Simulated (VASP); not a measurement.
# InAs under changes of volume

One of the cells (28.039 Å³/atom); the others are scaled copies at fixed shape and fractional positions:

```
In As
1.0
     0.00000    3.03799    3.03799
     3.03799    0.00000    3.03799
     3.03799    3.03799    0.00000
In As
1 1
Direct
  0.00000 0.00000 0.00000
  0.75000 0.75000 0.75000
```

* Program: VASP 6.6.1
* Functional: PBEsol
* Potentials or basis: VASP PAW PBE potentials, release 64 (In_d, As)
* Cutoff: 520 eV
* k mesh: 8 × 8 × 8
* Occupations: fermi-dirac, width 0.05 eV
* Spin: no spin polarisation

| volume (Å³/atom) | energy over the lowest point (meV/atom) | pressure (GPa) |
| --- | --- | --- |
| 25.840 | ? | ? |
| 26.389 | 24.22 | 4.4 |
| 26.939 | 11.47 | 2.9 |
| 28.039 | 0.00 | 0.4 |
| 28.588 | 0.33 | -0.7 |
| 29.138 | 4.14 | -1.6 |

**Question.** What does the run at 25.840 Å³/atom give?

**Answer.** Energy over the lowest point 42.38 meV/atom; pressure 6.1 GPa.

Worked out: A Birch-Murnaghan fit of order 3 (a polynomial in V^(-2/3)) to the other rows has its minimum at 28.26 Å³/atom with B0 = V·E''(V) = 56 GPa and B' = 4.6. It gives 42.35 meV/atom at 25.840 Å³/atom, against the run's 42.38, and -dE/dV = 6.1 GPa, against 6.1.

Energies are extrapolated to zero smearing.

Caveats: the PAW data sets were made with another functional, which shifts forces and pressure a little.
